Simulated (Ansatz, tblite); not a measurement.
# NaH with GFN1-xTB from a Python script

These are simulated results from tblite 0.8.0, not measurements. The cell began as a measured structure and was relaxed with r2SCAN in plane waves (Ansatz 0.2.0). All runs are without spin polarisation.

It is cubic, Fm-3m (No. 225); a = 4.795 Å in the conventional setting, 13.78 Å³ an atom. Na has 6 H at 2.40 Å; H has 6 Na at 2.40 Å.

tblite solves periodic systems at the zone centre alone, so the script builds a cluster of 2×2×2 conventional cells (64 atoms), which folds in a coarse mesh of k points.

Input script:

```python
import json
from ase import Atoms
from ase.build import make_supercell
from ase.units import Bohr, GPa, Hartree
from tblite.interface import Calculator

atoms = Atoms(['Na', 'H'],
              cell=[[0.0, 2.397512, 2.397512], [2.397512, -0.0, 2.397512], [2.397512, 2.397512, -0.0]],
              scaled_positions=[[-0.0, 0.0, 0.0], [0.5, 0.5, 0.5]],
              pbc=True)
cluster = make_supercell(atoms, [[-2, 2, 2], [2, -2, 2], [2, 2, -2]])
calc = Calculator('GFN1-xTB', cluster.numbers, cluster.positions / Bohr, lattice=cluster.cell[:] / Bohr, periodic=cluster.pbc)
calc.set('temperature', 0.02 / Hartree)
calc.set('max-iter', 150)
res = calc.singlepoint()
levels = res.get('orbital-energies') * Hartree
nv = round(res.get('orbital-occupations').sum() / 2)
cells = len(cluster) // len(atoms)
out = {'energy_per_cell': res.get('energy') * Hartree / cells, 'homo': levels[nv - 1], 'lumo': levels[nv],
       'stress': (-res.get('virial') * Hartree / cluster.get_volume() / GPa).tolist(), 'charges': res.get('charges')[:len(atoms)].tolist(), 'electrons': 2 * nv / cells}
json.dump(out, open('results.json', 'w'))
for key, value in out.items():
    print(key, value)
```

Command: `python run.py`. It took 2.7 s on 1 thread of Arm Neoverse V1 (shared host), peak memory 0.099 GiB.

Output:

```
------------------------------------------------------------
  cycle        total energy    energy error   density error
------------------------------------------------------------
      1     -25.83024591026  -2.5645989E+01   5.2713391E-01
      2     -25.45961167803   3.7063423E-01   3.8086020E-01
      3     -25.44073532802   1.8876350E-02   2.4406810E-01
      4     -27.52785690879  -2.0871216E+00   7.5649883E-03
      5     -27.52822539517  -3.6848638E-04   6.5188256E-04
      6     -27.52823749988  -1.2104709E-05   1.8075470E-04
      7     -27.52823998417  -2.4842920E-06   1.9558139E-05
      8     -27.52824000730  -2.3128912E-08   2.6382029E-06
------------------------------------------------------------

 total:                                   2.044 sec
energy_per_cell -23.40879891906132
homo -6.1571016204862365
lumo 1.7100304478087094
stress [[-1.3276826703511053, -9.708324111253343e-13, 2.880194624988096e-13], [-9.708971096766962e-13, -1.3276826703509153, 3.8327649352667544e-14], [2.8814398055125755e-13, 3.841316437097839e-14, -1.3276826703509146]]
charges [0.36341371365048447, -0.36343907431122274]
electrons 2.0
```

The cycle table is in hartree for the whole cluster, and the lines after it are in eV (the energy for one cell). The printed stress is in GPa and positive in compression, and the pressure is its mean diagonal.

GFN1-xTB gives a gap of 7.87 eV. On the same cell, plane-wave PBE (Ansatz, 10×10×10 k points and the special points) gives a gap of 3.80 eV and r2SCAN a gap of 4.40 eV; on shared hosts these took about 1.2 and 3.1 core-seconds on the 2-atom cell, against 2.7 for the script. Semilocal gaps usually lie below measured ones. xTB was fitted to molecules, so gaps, charges and pressures of solids can be far off, and the gap also depends on the size of the cluster.

The same script was run on cells scaled at fixed shape and fractional coordinates:

```
volume (Å³/atom)  energy (meV/atom)  pressure (GPa, positive in compression)  gap (eV)
           12.13               -8.1                                     0.17      8.09
           12.95               -5.9                                    -0.87      7.98
           13.78                0.0                                    -1.33      7.87
           14.61                7.4                                    -1.50      7.75
           15.43               15.1                                    -1.50      7.63
```

A Birch-Murnaghan fit puts the minimum at 12.20 Å³/atom, 11.4 % below the given cell, with a bulk modulus of 18.6 GPa at fixed shape.

xTB was fitted mostly to molecules, and a small cluster samples few k points, so gaps, pressures and kinks along a curve can be far from a solid's.
